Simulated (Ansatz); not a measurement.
The cell is the one relaxed in the Materials Project (mp-726265), not relaxed further here; entries there can be hypothetical. The listed cell was then made from it by scaling, straining or moving an atom.

AgCl: DFT, PBE, PAW with Ansatz's default frozen-core files, scalar-relativistic (Ansatz 0.2.0). What sets it apart from a plain run of this crystal: volume scaled by 0.98.

Command: `ansatz run input.yaml --threads 1 --pin off --max-ram 3072MiB --backend cpu --events-out ev --progress --plain --runs-dir out` The run took 2.7 s on 1 thread of Intel(R) Xeon(R) Platinum 8375C CPU @ 2.90GHz (Ice Lake), with other jobs on the host, peak memory 0.38 GiB.

```yaml
crystal:
  lattice:
    - [3.4109255069, 0.0, 0.0]
    - [0.0, 3.4109255069, 0.0]
    - [0.0, 0.0, 3.4109255069]
  atoms:
    - { symbol: Ag, position: [0.0, 0.0, 0.0] }
    - { symbol: Cl, position: [0.5, 0.5, 0.5] }
kpoints:
  mp_grid: { grid: [9, 9, 9] }
scf:
  occupations: { method: fermi_dirac, width: 0.01 }
hamiltonian:
  xc: pbe
  pseudopotentials: { kind: paw }
output:
  forces: true
  stress: true
  eigenvalues: true
  efg: { contact_densities: true }
```

Output (standing set-up lines are left out):

```
Crystal: 2 atoms, lattice volume = 39.684 Å³
SCF iter   1: F=—  HF=-8670.617993 eV  |F-HF|=—  |Δ(HF+E_count)|=         —  Δρ=1.63e-3  dr2=5.22e-4  ethr=1.77e-3  ⟨swp⟩=5.1  Hψ=2863  notcnv=0
preconditioner: auto → none  [insulator: Δε(μ)=0.618 eV  Ē_g=11.166 eV  σ=0.010 eV  W_gap=1.00  n_scr=6 (ndim 8)  ℏωp=25.0 eV  f_vac=0.000  D(μ)=0.00/eV (n_scr^D=0)  ε∞_Penn≈6.0]
SCF iter   2: F=—  HF=-8670.618371 eV  |F-HF|=—  |Δ(HF+E_count)|=   3.78e-4  Δρ=9.30e-4  dr2=1.46e-4  ethr=2.01e-6  ⟨swp⟩=2.3  Hψ=1479  notcnv=0
SCF iter   3: F=—  HF=-8670.618341 eV  |F-HF|=—  |Δ(HF+E_count)|=   2.95e-5  Δρ=4.42e-4  dr2=1.71e-5  ethr=5.61e-7  ⟨swp⟩=2.4  Hψ=981  notcnv=0
SCF iter   4: F=—  HF=-8670.618362 eV  |F-HF|=—  |Δ(HF+E_count)|=   2.13e-5  Δρ=1.06e-4  dr2=1.65e-6  ethr=6.57e-8  ⟨swp⟩=2.3  Hψ=865  notcnv=0
iter 5 did not close the SCF: its close was put off for the readings that it lacked (scf_convergence_deferred on its scf_iter line)
SCF iter   5: F=-8670.618362 eV  HF=-8670.618362 eV  |F-HF|=1.97e-9  |Δ(HF+E_count)|=   6.40e-9  Δρ=2.04e-5  dr2=8.15e-8  ethr=6.34e-9  ⟨swp⟩=2.6  Hψ=872  notcnv=0
SCF iter   6: F=-8670.618362 eV  HF=-8670.618362 eV  |F-HF|=2.89e-9  |Δ(HF+E_count)|=   3.95e-8  Δρ=3.96e-6  dr2=6.15e-9  ethr=3.13e-10  ⟨swp⟩=2.0  Hψ=2063  notcnv=0
SCF 1 converged in 6 iterations: F = -8670.618362 eV  dr2 = 6.15e-9
  greatest PAW one-centre occupation: 1.000 electrons in one spin orbital (limit 2), on the Ag atom at site 0 (counted from 0), in its partial waves of l = 0
SCF converged after 6 iterations
Free energy (F): -8670.618362 eV
Harris-Foulkes:  -8670.618362 eV  (|F-HF|=2.89e-9)
Internal energy: -8670.618362 eV  (E = F + TS)
E sigma→0 (E₀):  -8670.618362 eV
Fermi energy:    9.034826 eV
--- Per-component energies (eV) ---
  E_band       = -334.583331
  E_kinetic    = 688.765507
  E_local      = -3055.082975  (includes V_loc(G=0)·N_el)
  E_nonlocal   = 112.751880
  E_hartree    = 1343.263088
  E_xc         = -289.890065
  E_vxc        = -354.048554  (∫ρ·V_xc dr)
  E_paw        = -4564.667664  (= ΣΔE_a)
  E_vpaw       = -413.499319  (= ΣTr[D̂ρ^β])
  E_aug_tail   = 0.000403  (compensation charges beyond the density's cutoff)
  E_ewald      = -2905.758537
  E_smearing   = -0.000000  (= −TS)
  E_closure    = 0.000000  (closes the sum)
  Σ components = -8670.618362   (vs F -8670.618362, Δ=0.00e0)
--- Forces (eV/Å), atoms counted from 1 ---
  atom   1  Ag    -0.00000000     0.00000000     0.00000000
  atom   2  Cl     0.00000000     0.00000000     0.00000000
  max |Σ_I F_I| component: 9.86e-31 eV/Å
--- Stress (GPa, compression-positive) ---
        0.869909       0.000000      -0.000000
       -0.000000       0.869909       0.000000
        0.000000       0.000000       0.869909
  P = ⅓ Tr σ = 0.8699 GPa (8.699 kbar)
--- PAW observables at the nuclei: V_zz in 10²¹ V/m², potentials from the cell's mean, atoms counted from 1 ---
  atom   1  Ag V_zz =    +0.000000   η = 0.0000   by run symmetry: forbidden
            electrostatic potential = -7476.363111 V   contact ρ = 948337.269883 e/Å³
  atom   2  Cl V_zz =    +0.000000   η = 0.0000   by run symmetry: forbidden
            electrostatic potential = -1779.190347 V   contact ρ = 24098.535919 e/Å³
--- Band table (eV; the first three rows and the last of 35) ---
  k-point 0: bands = ["-80.8675", "-44.3943", "-44.3943", "-44.3943", "-5.9470", "5.9507", "5.9507", "6.9287", "6.9287", "6.9287", "7.1831", "7.1831", "7.1831", "9.3289", "18.0511", "18.0511", "22.5730"]
  k-point 1: bands = ["-80.8675", "-44.3956", "-44.3942", "-44.3942", "-5.8947", "5.7889", "5.9682", "6.5888", "6.5888", "6.7970", "6.9349", "7.5685", "7.5685", "9.9478", "18.0441", "18.1100", "21.7150"]
  k-point 2: bands = ["-80.8673", "-44.3987", "-44.3940", "-44.3940", "-5.7567", "5.0020", "6.0130", "6.2266", "6.2266", "6.7747", "6.9505", "8.0533", "8.0533", "11.0005", "17.6761", "18.0247", "20.4039"]
  k-point 34: bands = ["-80.8664", "-44.4029", "-44.4029", "-44.4029", "-4.7941", "4.3658", "4.3658", "4.4475", "7.2055", "7.2055", "8.2808", "8.5100", "8.5100", "13.1551", "13.7135", "13.7135", "16.4619"]
```
